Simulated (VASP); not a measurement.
# RbBr (R3m) in VASP: single point with PBE

Aim: the single point of RbBr with PBE.

Program: VASP 6.6.1. These are calculated values, not measurements. Logs are shortened: lines on timing, memory, paths and dates and some standing lists are left out, and cuts for length are marked.

### Step 1. The crystal as given

Symmetry: Fm-3m, No. 225, cubic system. Conventional cell: a = 6.854 Å, b = 6.854 Å, c = 6.854 Å, α = 90.00°, β = 90.00°, γ = 90.00°. Rb (site symmetry m-3m) has 6 Br at 3.43 Å as nearest neighbours. Around Br (site symmetry m-3m) lie 6 Rb at 3.43 Å.

### Step 2. Single point, PBE

Contents of INCAR:

```
SYSTEM = RbBr
PREC = Accurate
ENCUT = 520
EDIFF = 1E-6
ISMEAR = 0
SIGMA = 0.01
LREAL = .FALSE.
LASPH = .TRUE.
NELM = 100
ALGO = Fast
ISIF = 2
LWAVE = .FALSE.
LCHARG = .TRUE.
GGA = PE
LELF = .TRUE.
LVHAR = .TRUE.
NBANDS = 15
```

Contents of KPOINTS:

```
Automatic mesh
0
G
  4 4 4
  0 0 0
```

Contents of POSCAR:

```
RbBr
1.0
    0.0000000000      3.4270000000      3.4270000000
    3.4270000000      0.0000000000      3.4270000000
    3.4270000000      3.4270000000      0.0000000000
Rb Br
1 1
Direct
   -0.0021436670      0.0064310009     -0.0021436670
    0.4977666670      0.5066999991      0.4977666670
```

Potentials or basis: VASP PAW PBE potentials, release 64 (Rb_sv, Br).

Launch:

```sh
cat potpaw_PBE.64/Rb_sv/POTCAR potpaw_PBE.64/Br/POTCAR > POTCAR
mpirun -np 1 vasp_std > vasp.out
```

OUTCAR:

```text
SYSTEM = RbBr
   PREC = Accurate
   ENCUT = 520
   EDIFF = 1E-6
   ISMEAR = 0
   LREAL = .FALSE.
   LASPH = .TRUE.
   NELM = 100
   ISIF = 2
   GGA = PE

 ion  position               nearest neighbor table
   1  0.998  0.006  0.998-   2 3.43   2 3.43   2 3.43   2 3.43   2 3.43   2 3.43
   2  0.498  0.507  0.498-   1 3.43   1 3.43   1 3.43   1 3.43   1 3.43   1 3.43

  LATTYP: Found a face centered cubic cell.
 ALAT       =     6.8540000000

  Lattice vectors:

 A1 = (   0.0000000000,   3.4270000000,   3.4270000000)
 A2 = (   3.4270000000,   0.0000000000,   3.4270000000)
 A3 = (   3.4270000000,   3.4270000000,   0.0000000000)

Analysis of symmetry for initial positions (statically):
=====================================================================
 Subroutine PRICEL returns:
 Original cell was already a primitive cell.

 Routine SETGRP: Setting up the symmetry group for a
 face centered cubic supercell.

 Subroutine GETGRP returns: Found  6 space group operations
 (whereof  6 operations were pure point group operations)
 out of a pool of 48 trial point group operations.

The static configuration has the point symmetry C_3v.

Analysis of symmetry for dynamics (positions and initial velocities):
=====================================================================
 Subroutine PRICEL returns:
 Original cell was already a primitive cell.

 Routine SETGRP: Setting up the symmetry group for a
 face centered cubic supercell.

 Subroutine GETGRP returns: Found  6 space group operations
 (whereof  6 operations were pure point group operations)
 out of a pool of 48 trial point group operations.

The dynamic configuration has the point symmetry C_3v.

 Subroutine INISYM returns: Found  6 space group operations
 (whereof  6 operations are pure point group operations),
 and found     1 'primitive' translations

----------------------------------------------------------------------------------------

                                     Primitive cell

  volume of cell :      80.4956

  direct lattice vectors                    reciprocal lattice vectors
     0.000000000  3.427000000  3.427000000    -0.145900204  0.145900204  0.145900204
     3.427000000  0.000000000  3.427000000     0.145900204 -0.145900204  0.145900204
     3.427000000  3.427000000  0.000000000     0.145900204  0.145900204 -0.145900204

  length of vectors
     4.846509878  4.846509878  4.846509878     0.252706567  0.252706567  0.252706567

  position of ions in fractional coordinates (direct lattice)
     0.997856333  0.006431001  0.997856333
     0.497766667  0.506699999  0.497766667

  ion indices of the primitive-cell ions
   primitive index   ion index
                 1           1
                 2           2

----------------------------------------------------------------------------------------

 KPOINTS: Automatic mesh

Automatic generation of k-mesh.
 Grid dimensions read from file:
 generate k-points for:    4    4    4

 Generating k-lattice:

  Cartesian coordinates                     Fractional coordinates (reciprocal lattice)
    -0.036475051  0.036475051  0.036475051     0.250000000  0.000000000  0.000000000
     0.036475051 -0.036475051  0.036475051     0.000000000  0.250000000  0.000000000
     0.036475051  0.036475051 -0.036475051     0.000000000  0.000000000  0.250000000

  Length of vectors
     0.063176642  0.063176642  0.063176642

  Shift w.r.t. Gamma in fractional coordinates (k-lattice)
     0.000000000  0.000000000  0.000000000

 Subroutine IBZKPT returns following result:
 ===========================================

 Found     13 irreducible k-points:

 Following reciprocal coordinates:
            Coordinates               Weight
  0.000000  0.000000  0.000000      1.000000
  0.250000  0.000000  0.000000      6.000000
  0.000000  0.250000  0.000000      2.000000
  0.500000  0.000000  0.000000      3.000000
  0.000000  0.500000  0.000000      1.000000
  0.250000  0.250000  0.000000      6.000000
  0.500000  0.250000  0.000000      6.000000
  0.000000  0.500000  0.250000      6.000000
  0.250000  0.000000  0.500000     12.000000
 -0.250000  0.250000  0.000000      6.000000
  0.250000  0.000000 -0.250000      6.000000
  0.500000  0.500000  0.000000      3.000000
 -0.250000  0.500000  0.250000      6.000000
   k-points           NKPTS =     13   k-points in BZ     NKDIM =     13   number of bands    NBANDS=     15
   number of dos      NEDOS =    301   number of ions     NIONS =      2
   total plane-waves  NPLWV =  46656
   dimension x,y,z NGX =    36 NGY =   36 NGZ =   36
   dimension x,y,z NGXF=    72 NGYF=   72 NGZF=   72
   ions per type =               1   1
   NGX,Y,Z   is equivalent  to a cutoff of  12.35, 12.35, 12.35 a.u.
   NGXF,Y,Z  is equivalent  to a cutoff of  24.70, 24.70, 24.70 a.u.
 SYSTEM =  RbBr
   PREC   = accura    normal or accurate (medium, high low for compatibility)
   ISTART =      0    job   : 0-new  1-cont  2-samecut
   ICHARG =      2    charge: 1-file 2-atom 10-const
   ISPIN  =      1    spin polarized calculation?
   LNONCOLLINEAR =      F non collinear calculations
   LSORBIT =      F    spin-orbit coupling
   LASPH  =      T    aspherical Exc in radial PAW
   ENCUT  =  520.0 eV  38.22 Ry    6.18 a.u.   9.01  9.01  9.01*2*pi/ulx,y,z
   NELM   =    100;   NELMIN=  2; NELMDL= -5     # of ELM steps
   EDIFF  = 0.1E-05   stopping-criterion for ELM
   LREAL  =      F    real-space projection
   EDIFFG = 0.1E-04   stopping-criterion for IOM
   NSW    =      0    number of steps for IOM
   IBRION =     -1    ionic relax: 0-MD 1-quasi-New 2-CG
   NFREE  =      0    steps in history (QN), initial steepest desc. (CG)
   ISIF   =      2    stress and relaxation
   ISYM   =      2    0-nonsym 1-usesym 2-fastsym
   POTIM  = 0.5000    time-step for ionic-motion
   TEBEG  =    0.0;   TEEND  =   0.0 temperature during run
   PSTRESS=    0.0 pullay stress
   NELECT =      16.0000    total number of electrons
   NUPDOWN=      -1.0000    fix difference up-down
   EMIN   =  10.00;   EMAX   =-10.00  energy-range for DOS
   EFERMI =   0.00;   METHOD = LEGACY
   ISMEAR =     0;   SIGMA  =   0.01  broadening in eV -4-tet -1-fermi 0-gaus
   EFERMI_NEDOS =   21; number of points for ismear=-14 and -15
   IALGO  =     68    algorithm
   IMIX   =      4    mixing-type and parameters
     AMIX     =   0.40;   BMIX     =  1.00
     AMIX_MAG =   1.60;   BMIX_MAG =  1.00
  volume/ion in A,a.u.               =      40.25       271.61
  Fermi-wavevector in a.u.,A,eV,Ry     =   0.955412  1.805467 12.419564  0.912812
  Thomas-Fermi vector in A             =   2.084247
   LORBIT       =      0    0 simple, 1 ext, 2 COOP (PROOUT), +10 PAW based schemes
   GGA     = PE    functional components
   LHFCALC =     F    Hartree Fock is set to
   AEXX    =    0.0000 exact exchange contribution
   IVDW    =     0    specifies the selected vdW correction
   LEPSILON=     F    determine dielectric tensor
   LRPA    =     F    only Hartree local field effects (RPA)
 non-spin polarized calculation
 RMM-DIIS sequential band-by-band and
 Gauss-broadening in eV      SIGMA  =   0.01
  energy-cutoff  :      520.00
  volume of cell :       80.50
 maximum number of plane-waves:      2200
   NGX = 17   NGY = 17   NGZ = 17

 number of electron      16.0000000 magnetization

 Free energy of the ion-electron system (eV)
  ---------------------------------------------------
  ext. energy  EPLUGINS =         0.00000000
  ---------------------------------------------------
  free energy    TOTEN  =        -6.09710137 eV

  energy without entropy =       -6.09710137  energy(sigma->0) =       -6.09710137

 E-fermi :  -1.6451     XC(G=0):  -7.2333

 val. band max:       -1.7515798379   @ k =   0.0000   0.0000   0.0000
 cond. band min:       2.6105004795   @ k =   0.0000   0.0000   0.0000
 fundamental gap:      4.3620803174
 Fermi energy:        -1.6451163728

 k-point     1 :       0.0000    0.0000    0.0000
  band No.  band energies     occupation
      1     -26.1666      2.00000
      2     -13.9324      2.00000
      3     -10.2434      2.00000
      4     -10.2434      2.00000
      5     -10.2434      2.00000
      6      -1.7516      2.00000
      7      -1.7516      2.00000
      8      -1.7516      2.00000
      9       2.6105      0.00000
     10       5.5274      0.00000
     11       5.5274      0.00000
     12       5.5274      0.00000
     13       6.4156      0.00000
     14       6.4156      0.00000
     15       9.2418      0.00000

 k-point     2 :       0.2500    0.0000    0.0000
  band No.  band energies     occupation
      1     -26.1618      2.00000
      2     -13.9539      2.00000
      3     -10.2472      2.00000
      4     -10.2472      2.00000
      5     -10.2194      2.00000
      6      -2.3127      2.00000
      7      -1.9372      2.00000
      8      -1.9372      2.00000
      9       3.8790      0.00000
     10       5.3975      0.00000
     11       6.2502      0.00000
     12       6.2502      0.00000
     13       7.2871      0.00000
     14       7.2871      0.00000
     15      10.6570      0.00000

 k-point     3 :       0.0000    0.2500    0.0000
  band No.  band energies     occupation
      1     -26.1618      2.00000
      2     -13.9539      2.00000
      3     -10.2472      2.00000
      4     -10.2472      2.00000
      5     -10.2194      2.00000
      6      -2.3127      2.00000
      7      -1.9372      2.00000
      8      -1.9372      2.00000
      9       3.8790      0.00000
     10       5.3975      0.00000
     11       6.2502      0.00000
     12       6.2502      0.00000
     13       7.2871      0.00000
     14       7.2871      0.00000
     15      10.6494      0.00000
[... 145 lines left out ...]
 k-point    12 :       0.5000    0.5000    0.0000
  band No.  band energies     occupation
      1     -26.1545      2.00000
      2     -13.8789      2.00000
      3     -10.4258      2.00000
      4     -10.3155      2.00000
      5     -10.3155      2.00000
      6      -2.2255      2.00000
      7      -1.9107      2.00000
      8      -1.9107      2.00000
      9       3.8578      0.00000
     10       5.3788      0.00000
     11       7.4511      0.00000
     12       7.4535      0.00000
     13       7.6855      0.00000
     14       9.0796      0.00000
     15       9.0796      0.00000

 k-point    13 :      -0.2500    0.5000    0.2500
  band No.  band energies     occupation
      1     -26.1543      2.00000
      2     -13.9065      2.00000
      3     -10.3706      2.00000
      4     -10.3706      2.00000
      5     -10.2248      2.00000
      6      -2.2450      2.00000
      7      -2.1001      2.00000
      8      -2.1001      2.00000
      9       5.3310      0.00000
     10       5.3310      0.00000
     11       6.5117      0.00000
     12       6.8646      0.00000
     13       9.1240      0.00000
     14       9.1915      0.00000
     15       9.2487      0.00000

------------------------ aborting loop because EDIFF is reached ----------------------------------------

  FORCE on cell =-STRESS in cart. coord.  units (eV):
  Direction    XX          YY          ZZ          XY          YZ          ZX
  --------------------------------------------------------------------------------------
  -------------------------------------------------------------------------------------
  Total        0.5157822      0.5157822      0.5157822     -0.0000426     -0.0000426      0.0000426
  in kB       10.2660794     10.2660794     10.2660794     -0.0008470     -0.0008470      0.0008470
  external PRESSURE =      10.2660794 kB  Pullay stress =       0.0000000 kB

 VOLUME and BASIS-vectors are now :
 -----------------------------------------------------------------------------
  energy-cutoff  :      520.00
  volume of cell :       80.50
      direct lattice vectors                 reciprocal lattice vectors
     0.000000000  3.427000000  3.427000000    -0.145900204  0.145900204  0.145900204
     3.427000000  0.000000000  3.427000000     0.145900204 -0.145900204  0.145900204
     3.427000000  3.427000000  0.000000000     0.145900204  0.145900204 -0.145900204

 POSITION                                       TOTAL-FORCE (eV/Angst)
 -----------------------------------------------------------------------------------
      3.44169      6.83931      3.44169         0.000778     -0.000778      0.000778
      3.44231      3.41169      3.44231        -0.000778      0.000778     -0.000778
 -----------------------------------------------------------------------------------
    total drift:                                0.000073     -0.000073      0.000073

  FREE ENERGIE OF THE ION-ELECTRON SYSTEM (eV)
  ---------------------------------------------------
  free  energy   TOTEN  =        -6.0971013658 eV

  energy  without entropy=       -6.0971013658  energy(sigma->0) =       -6.09710137
```

Wall time 20 s (1 thread of Intel Xeon Platinum 8259CL at 2.50GHz (Skylake/Cascade Lake), shared host); peak memory 0.2 GiB.

What came out:

* Free energy: -6.0971 eV
* Pressure: 1.0 GPa
* Band gap on the k mesh: 4.36 eV, direct

Levels at points of the mesh, in eV from the valence-band top:
```tsv
k point	band 6	band 7	band 8	band 9	band 10	band 11
(0.00, 0.00, 0.00)	0.00	0.00	0.00	4.36	7.28	7.28
(0.50, 0.00, 0.00)	-0.99	-0.36	-0.36	6.81	7.72	9.49
(0.00, 0.50, 0.00)	-0.99	-0.36	-0.36	6.81	7.72	9.49
(0.50, 0.50, 0.00)	-0.47	-0.16	-0.16	5.61	7.13	9.20
```

PBE gaps usually lie below the measured ones, often by a third to a half.
